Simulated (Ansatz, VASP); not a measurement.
# Zr3Si2 in two plane-wave programs

Aim: how closely do two programs agree when they are given the same cell, functional and k mesh? The cell is taken from a series of runs on this material, whose earlier steps may have relaxed, scaled, displaced or heated it; both programs get it as it stands.

Method: plane waves, with VASP 6.6.1 beside it; relaxation of cell and atoms at r2SCAN and relaxation of cell and atoms at r2SCAN with rVV10, in Ansatz 0.2.0.

### 1. The structure

Symmetry: P4/mbm, No. 127, tetragonal system. The conventional cell has a = 7.103 Å, b = 7.103 Å, c = 3.714 Å, α = 90.00°, β = 90.00°, γ = 90.00°. Nearest to Zr lie 6 Si at 2.77 to 2.83 Å. Zr has 4 Si at 2.82 Å nearest. Nearest to Si lie 1 Si at 2.45 Å and 8 Zr at 2.77 to 2.83 Å. Farther neighbours are not listed.

Coordinates:

```cif
data_structure
_symmetry_space_group_name_H-M 'P4/mbm'
_symmetry_Int_Tables_number 127
_cell_length_a 7.1028
_cell_length_b 7.1028
_cell_length_c 3.7137
_cell_angle_alpha 90.000
_cell_angle_beta 90.000
_cell_angle_gamma 90.000
_cell_volume 187.36
loop_
_atom_site_label
_atom_site_type_symbol
_atom_site_symmetry_multiplicity
_atom_site_Wyckoff_symbol
_atom_site_fract_x
_atom_site_fract_y
_atom_site_fract_z
_atom_site_occupancy
Zr1 Zr 4 h 0.17407 0.67407 0.50000 1
Zr2 Zr 2 a 0.00000 0.00000 0.00000 1
Si1 Si 4 g 0.62185 0.12185 0.00000 1
```

### 2. VASP: relaxation of cell and atoms, r2SCAN

The relaxed volume is the usual yardstick between codes: in a stiff, nearly cubic crystal its relative difference is about their pressure difference at one cell divided by the bulk modulus.

Lines of VASP's logs that name or quote its potential files are left out, and so is its time.

Input file INCAR:

```
SYSTEM = Zr3Si2
PREC = Accurate
ENCUT = 550
EDIFF = 1E-07
NELM = 120
ISMEAR = 0
SIGMA = 0.1
LREAL = .FALSE.
ALGO = Normal
METAGGA = R2SCAN
LASPH = .TRUE.
NBANDS = 54
LORBIT = 11
LWAVE = .FALSE.
LCHARG = .FALSE.
ISIF = 3
IBRION = 2
NSW = 80
EDIFFG = -0.005
GGA_COMPAT = .FALSE.
NELMIN = 4
LMIXTAU = .TRUE.
KPAR = 2
```

Input file POSCAR:

```
Zr3Si2
1.0
    7.1027710000      0.0000000000      0.0000000000
    0.0000000000      7.1027710000      0.0000000000
    0.0000000000      0.0000000000      3.7137370000
Zr Si
6 4
Direct
    0.1740747379      0.6740747379      0.5000000000
    0.8259254029      0.3259254029      0.5000000000
    0.3259254029      0.1740747379      0.5000000000
    0.6740747379      0.8259254029      0.5000000000
    0.0000000704      0.0000000704      0.0000000000
    0.5000000704      0.5000000704      0.0000000000
    0.6218544143      0.1218544143      0.0000000000
    0.3781457265      0.8781457265      0.0000000000
    0.8781457265      0.6218544143      0.0000000000
    0.1218544143      0.3781457265      0.0000000000
```

Input file KPOINTS:

```
Automatic mesh
0
Gamma
4 4 8
0 0 0
```

PAW data sets: Zr_sv and Si (PBE family, release 64).

Run with:

```sh
$ mpirun -np 2 vasp_std
```

Numbers of over 12 decimals in the logs are rounded to 6 here.

What it wrote:

```text
[banner, memory and clock lines left out]
running    2 mpi-ranks, on    1 nodes
 distrk:  each k-point on    1 cores,    2 groups
 distr:  one band on    1 cores,    1 groups

 POSCAR found type information on POSCAR ZrSi
 POSCAR found :  2 types and      10 ions
|                                                                             |
|               ----> ADVICE to this user running VASP <----                  |
|                                                                             |
|     You enforced a specific xc type in the INCAR file but a different       |
|     [... a line on the potential file left out ...]
|     I HOPE YOU KNOW WHAT YOU ARE DOING!                                     |
|                                                                             |

 LDA part: xc-table for (None), standard interpolation
 POSCAR, INCAR and KPOINTS ok, starting setup
 FFT: planning ... GRIDC
 FFT: planning ... GRID_SOFT
 FFT: planning ... GRID
 WAVECAR not read
 entering main loop
       N       E                     dE             d eps       ncg     rms          rms(c)
DAV:   1     0.764093278299E+03    0.76409E+03   -0.48005E+04  3240   0.171E+03
DAV:   2    -0.127151790063E+03   -0.89125E+03   -0.87112E+03  3564   0.471E+02
DAV:   3    -0.212713707529E+03   -0.85562E+02   -0.83947E+02  5136   0.109E+02
DAV:   4    -0.221923776789E+03   -0.92101E+01   -0.91447E+01  5016   0.310E+01
DAV:   5    -0.222588084821E+03   -0.66431E+00   -0.66375E+00  4704   0.719E+00    0.384E+01
DAV:   6    -0.190955296482E+03    0.31633E+02   -0.32398E+01  4536   0.244E+01    0.123E+01
DAV:   7    -0.176654945732E+03    0.14300E+02   -0.66588E+00  3936   0.121E+01    0.388E+00
DAV:   8    -0.180585555929E+03   -0.39306E+01   -0.60574E+00  4084   0.116E+01    0.250E+00
DAV:   9    -0.180709153563E+03   -0.12360E+00   -0.84090E-01  3810   0.634E+00    0.160E+00
DAV:  10    -0.180466605317E+03    0.24255E+00   -0.34288E-01  3852   0.303E+00    0.619E-01
DAV:  11    -0.180907020397E+03   -0.44042E+00   -0.17840E-01  3590   0.263E+00    0.364E-01
DAV:  12    -0.180791149391E+03    0.11587E+00   -0.17006E-01  3840   0.197E+00    0.234E-01
DAV:  13    -0.180913307688E+03   -0.12216E+00   -0.52142E-02  3570   0.131E+00    0.170E-01
DAV:  14    -0.180935881972E+03   -0.22574E-01   -0.16638E-02  3730   0.674E-01    0.945E-02
[...]
DAV:  19    -0.180942307016E+03   -0.32379E-04   -0.22647E-05  4312   0.221E-02    0.547E-03
DAV:  20    -0.180942340806E+03   -0.33790E-04   -0.31065E-05  3588   0.297E-02    0.593E-03
DAV:  21    -0.180942341417E+03   -0.61060E-06   -0.42483E-06  4088   0.931E-03    0.324E-03
DAV:  22    -0.180942341186E+03    0.23079E-06   -0.77549E-07  3658   0.390E-03    0.236E-03
DAV:  23    -0.180942341663E+03   -0.47775E-06   -0.11217E-07  2240   0.179E-03    0.175E-03
DAV:  24    -0.180942342530E+03   -0.86652E-06   -0.56507E-07  3010   0.336E-03    0.880E-04
DAV:  25    -0.180942342669E+03   -0.13886E-06   -0.50916E-08  2136   0.117E-03    0.587E-04
DAV:  26    -0.180942342765E+03   -0.96135E-07   -0.61523E-08  2120   0.141E-03
   1 F= -.18094234E+03 E0= -.18092009E+03  d E =-.180942E+03
[... from here on, the cycles between the ionic steps are left out ...]
   2 F= -.18094254E+03 E0= -.18092049E+03  d E =-.197492E-03
   3 F= -.18094255E+03 E0= -.18092046E+03  d E =-.207566E-03
   4 F= -.18094262E+03 E0= -.18092064E+03  d E =-.687563E-04
   5 F= -.18094262E+03 E0= -.18092062E+03  d E =-.727118E-04
   6 F= -.18094262E+03 E0= -.18092062E+03  d E =-.731704E-04
   7 F= -.18094262E+03 E0= -.18092062E+03  d E =-.729488E-04
 curvature:  -0.64 expect dE=-0.395E-05 dE for cont linesearch -0.192E-07
 ZBRENT: accuracy reached
 trial: gam= 0.04084 g(F)=  0.603E-05 g(S)=  0.189E-06 ort =-0.304E-05 (trialstep = 0.935E+00)
 search vector abs. value=  0.648E-05
 bond charge predicted
       N       E                     dE             d eps       ncg     rms          rms(c)
DAV:   1    -0.180942616041E+03    0.72388E-05   -0.13627E-03  3288   0.202E-01    0.760E-03
DAV:   2    -0.180942626546E+03   -0.10505E-04   -0.47632E-05  3834   0.352E-02    0.343E-03
DAV:   3    -0.180942626916E+03   -0.37056E-06   -0.28027E-06  4580   0.888E-03    0.169E-03
DAV:   4    -0.180942626867E+03    0.48938E-07   -0.87232E-07  3444   0.533E-03
   8 F= -.18094263E+03 E0= -.18092063E+03  d E =-.358757E-05
 trial-energy change:   -0.000004  1 .order   -0.000004   -0.000006   -0.000003
 step:   1.9115(harm=  1.9115)  dis= 0.00037  next Energy=  -180.942629 (dE=-0.582E-05)
 reached required accuracy - stopping structural energy minimisation
```

OUTCAR, selected parts (step 2):

```text
ion  position               nearest neighbor table
   1  0.174  0.674  0.500-   8 2.77   8 2.77  10 2.83   9 2.83   9 2.83  10 2.83   6 3.21   6 3.21
                             5 3.21   5 3.21   2 3.50   3 3.71   4 3.71   3 3.71   4 3.71
   2  0.826  0.326  0.500-   7 2.77   7 2.77  10 2.83   9 2.83   9 2.83  10 2.83   6 3.21   6 3.21
                             5 3.21   5 3.21   1 3.50   3 3.71   4 3.71   4 3.71   3 3.71
   3  0.326  0.174  0.500-  10 2.77  10 2.77   8 2.83   8 2.83   7 2.83   7 2.83   6 3.21   6 3.21
                             5 3.21   5 3.21   4 3.50   2 3.71   1 3.71   1 3.71   2 3.71
   4  0.674  0.826  0.500-   9 2.77   9 2.77   8 2.83   8 2.83   7 2.83   7 2.83   6 3.21   6 3.21
                             5 3.21   5 3.21   3 3.50   2 3.71   1 3.71   2 3.71   1 3.71
   5  0.000  0.000  0.000-   9 2.82   7 2.82   8 2.82  10 2.82   1 3.21   2 3.21   3 3.21   4 3.21
                             1 3.21   2 3.21   3 3.21   4 3.21
   6  0.500  0.500  0.000-  10 2.82   7 2.82   8 2.82   9 2.82   1 3.21   2 3.21   3 3.21   4 3.21
                             1 3.21   2 3.21   3 3.21   4 3.21
   7  0.622  0.122  0.000-   8 2.45   2 2.77   2 2.77   5 2.82   6 2.82   3 2.83   4 2.83   3 2.83
                             4 2.83
   8  0.378  0.878  0.000-   7 2.45   1 2.77   1 2.77   5 2.82   6 2.82   3 2.83   4 2.83   3 2.83
                             4 2.83
   9  0.878  0.622  0.000-  10 2.45   4 2.77   4 2.77   5 2.82   6 2.82   1 2.83   1 2.83   2 2.83
                             2 2.83
  10  0.122  0.378  0.000-   9 2.45   3 2.77   3 2.77   6 2.82   5 2.82   1 2.83   1 2.83   2 2.83
                             2 2.83

  LATTYP: Found a simple tetragonal cell.
 ALAT       =     7.1027710000
 C/A-ratio  =     0.5228574876

 Subroutine GETGRP returns: Found 16 space group operations
 (whereof  8 operations were pure point group operations)

The static configuration has the point symmetry C_4h.
 The point group associated with its full space group is D_4h.

 Found     30 irreducible k-points:

   k-points           NKPTS =     30   k-points in BZ     NKDIM =     30   number of bands    NBANDS=     54

   dimension x,y,z NGX =    54 NGY =   54 NGZ =   28
   dimension x,y,z NGXF=   108 NGYF=  108 NGZF=   56

   ENCUT  =  550.0 eV  40.42 Ry    6.36 a.u.  13.58 13.58  7.10*2*pi/ulx,y,z

   NELECT =      88.0000    total number of electrons

 k-points in reciprocal lattice and weights: Automatic mesh
   0.00000000  0.00000000  0.00000000       0.008
   0.25000000  0.00000000  0.00000000       0.031
   0.50000000  0.00000000  0.00000000       0.016
   0.25000000  0.25000000  0.00000000       0.031
   0.50000000  0.25000000  0.00000000       0.031
   0.50000000  0.50000000  0.00000000       0.008
   0.00000000  0.00000000  0.12500000       0.016
   0.25000000  0.00000000  0.12500000       0.062
   0.50000000  0.00000000  0.12500000       0.031
[...]
0.50000000  0.25000000  0.50000000       0.031
   0.50000000  0.50000000  0.50000000       0.008

 average (electrostatic) potential at core
       1 -79.0927       2 -79.0927       3 -79.0927       4 -79.0928       5 -78.9472
       6 -78.9472       7 -82.1401       8 -82.1401       9 -82.1401      10 -82.1401

 E-fermi :   9.4451

 k-point     1 :       0.0000    0.0000    0.0000
  band No.  band energies     occupation
    ...
     40       8.8912      2.00000
     41       8.8912      2.00000
     42       8.9230      2.00000
     43       9.1870      1.99974
     44       9.2169      1.99875
     45      10.4033      0.00000
     46      10.5263      0.00000
     47      10.8137      0.00000
     48      10.8137      0.00000
     49      11.2448      0.00000
    ...

 k-point     2 :       0.2500    0.0000    0.0000
  band No.  band energies     occupation
    ...
     38       8.0572      2.00000
     39       8.0621      2.00000
     40       8.4113      2.00000
     41       8.4433      2.00000
     42       9.3693      1.71610
     43       9.7001      0.00031
     44       9.9526      0.00000
     45      10.2148      0.00000
     46      10.2280      0.00000
     47      10.5984      0.00000
    ...

 k-point     3 :       0.5000    0.0000    0.0000
  band No.  band energies     occupation
    ...
     38       7.5972      2.00000
     39       8.2196      2.00000
     40       8.2196      2.00000
     41       9.0785      2.00000
     42       9.0785      2.00000
     43       9.8552      0.00000
     44       9.8552      0.00000
     45      10.3174      0.00000
     46      10.3174      0.00000
     47      11.0637      0.00000
    ...

  Total       -0.0043163     -0.0043163      0.0022278      0.0000000      0.0000000     -0.0000000
  in kB       -0.0369480     -0.0369480      0.0190701      0.0000000      0.0000000     -0.0000000
  external PRESSURE =      -0.0182753 kB  Pullay stress =       0.0000000 kB

  energy-cutoff  :      550.00
  volume of cell :      187.17
      direct lattice vectors                 reciprocal lattice vectors
     7.105768699 -0.000000000  0.000000000     0.140730728  0.000000000  0.000000000
     0.000000000  7.105768699  0.000000000    -0.000000000  0.140730728  0.000000000
    -0.000000000 -0.000000000  3.706897754    -0.000000000  0.000000000  0.269767354

 POSITION                                       TOTAL-FORCE (eV/Angst)
 -----------------------------------------------------------------------------------
      1.23715      4.79003      1.85345         0.002134      0.002134      0.000000
      5.86862      2.31574      1.85345        -0.002134     -0.002134     -0.000000
      2.31574      1.23715      1.85345        -0.002134      0.002134     -0.000000
      4.79003      5.86862      1.85345         0.002134     -0.002134      0.000000
      0.00000      0.00000      0.00000        -0.000000     -0.000000      0.000000
      3.55288      3.55288      0.00000         0.000000     -0.000000      0.000000
      4.41807      0.86518      0.00000        -0.000490     -0.000490     -0.000000
      2.68770      6.24059      3.70690         0.000490      0.000490      0.000000
      6.24059      4.41807      3.70690         0.000490     -0.000490      0.000000
      0.86518      2.68770      0.00000        -0.000490      0.000490     -0.000000
 -----------------------------------------------------------------------------------
    total drift:                               -0.002581     -0.002581      0.000000

  FREE ENERGIE OF THE ION-ELECTRON SYSTEM (eV)
  ---------------------------------------------------
  free  energy   TOTEN  =      -180.9426268674 eV

  energy  without entropy=     -180.8986340641  energy(sigma->0) =     -180.92063047

 reached required accuracy - stopping structural energy minimisation

 total charge
# of ion       s       p       d       tot
------------------------------------------
    1        2.160   5.991   1.628   9.779
    2        2.160   5.991   1.628   9.779
    3        2.160   5.991   1.628   9.779
    4        2.160   5.991   1.628   9.779
    5        2.183   5.991   1.606   9.780
    6        2.183   5.991   1.606   9.780
    7        0.749   0.975   0.000   1.724
    8        0.749   0.975   0.000   1.724
    9        0.749   0.975   0.000   1.724
   10        0.749   0.975   0.000   1.724
--------------------------------------------------
tot         16.003  39.842   9.726  65.572

[... 3 further parts left out ...]
```

[end of part 1 of 2]

[Lines on the potential files, build, host, timing and source positions are cut from VASP's logs without a mark.]

[Logs are printed without paths, hosts, clocks, repeated set-up lines and the standing remarks that a program may print on its own settings, such as how far it seeks lower states.]

[Hosts, paths, dates, database ids (printed as entryN), source tags and the programs' standing remarks are cut or masked in the printed files.]
